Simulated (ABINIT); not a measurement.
Runs of ABINIT 10.8.3 (patched build) on CdS (Hawleyite). Symmetry: F-43m, No. 216, cubic system. The conventional cell has a = 5.833 Å, b = 5.833 Å, c = 5.833 Å, α = 90.00°, β = 90.00°, γ = 90.00°. Around Cd (site symmetry -43m) lie 4 S at 2.53 Å. S (site symmetry -43m) is surrounded by 4 Cd at 2.53 Å. 

```csv
task,level,potentials or basis,k mesh,cutoff (eV),fine-grid cutoff,gap on the mesh (eV),pressure (GPa),V0 of scaled cells (Å³/atom),B0 (GPa)
equation of state,revPBE+D3,JTH PAW PBE v2.0,8 × 8 × 8,599,1197.3 eV,-,-,24.85,(b)
equation of state,LDA,JTH PAW LDA v2.0,8 × 8 × 8,544,1088.46 eV,-,-,(a),68
equation of state,PBEsol,JTH PAW PBE v2.0,8 × 8 × 8,599,1197.3 eV,-,-,24.73,62
single point,r2SCAN,JTH PAW PBE v2.0,6 × 6 × 6,707,1306.15 eV,1.56,1.3,-,-
single point,PBEsol,JTH PAW PBE v2.0,10 × 10 × 10,599,1197.3 eV,0.98,-0.2,-,-
band structure,BLYP,JTH PAW PBE v2.0,8 × 8 × 8,599,1197.3 eV,(d),6.2,-,-
equation of state,revPBE+D3(BJ),JTH PAW PBE v2.0,8 × 8 × 8,599,1197.3 eV,-,-,24.85,59
equation of state,BLYP+D3,JTH PAW PBE v2.0,8 × 8 × 8,599,1197.3 eV,-,-,(c),60
band structure,revPBE,JTH PAW PBE v2.0,8 × 8 × 8,599,1197.3 eV,1.26,4.5,-,-
```

Alike in all rows: no spin polarisation; cell as given; smearing fermi-dirac 0.05 eV.

Estimate the missing entries.

(a) 23.87; (b) 61; (c) 25.48; (d) 1.07.

Caveats: the PAW data sets were made with another functional, which shifts forces and pressure a little (some runs); pressures at fixed basis lie under the slope of the energies (some runs).

A k mesh can miss the band edges, and the runs leave out spin-orbit coupling on Cd.

Runs at the PBE level aren't shown here.
